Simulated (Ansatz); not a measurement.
Runs of Ansatz 0.2.0 on TiNi. The structure is tetragonal, space group P4/mmm (No. 123). The conventional cell has a = 2.736 Å, b = 2.736 Å, c = 3.581 Å, α = 90.00°, β = 90.00°, γ = 90.00°. Ni (site symmetry 4/mmm) has 8 Ti at 2.64 Å and 4 Ni at 2.74 Å as nearest neighbours. Ti (site symmetry 4/mmm) is surrounded by 8 Ni at 2.64 Å and 4 Ti at 2.74 Å. The cell comes from a database or a generator and needn't be the stable form of this composition.

```tsv
spin	fixed moment (μB)	pressure (GPa)	moment (μB)
collinear, ferromagnetic start	1.5	(a)	1.50
collinear, ferromagnetic start	0.5	(b)	0.50
collinear, ferromagnetic start	3.0	5.8	3.00
collinear, ferromagnetic start	2.5	2.0	2.50
collinear, program default start	0.0	-6.2	0.00
```

Alike in all rows: task single point; level PBEsol; potentials or basis Ansatz PAW; cell as given; k mesh 8 × 8 × 6; cutoff (eV) 420; smearing fermi-dirac 0.05 eV.

Fill in the values left out.

(a) -3.4; (b) -5.8.

Caveats: the total moment is fixed, so each spin has its own Fermi level; the PAW data sets come from PBE, with cores solved anew for the run's functional, which leaves a small shift of forces and pressure; the thresholds are loose for stress.
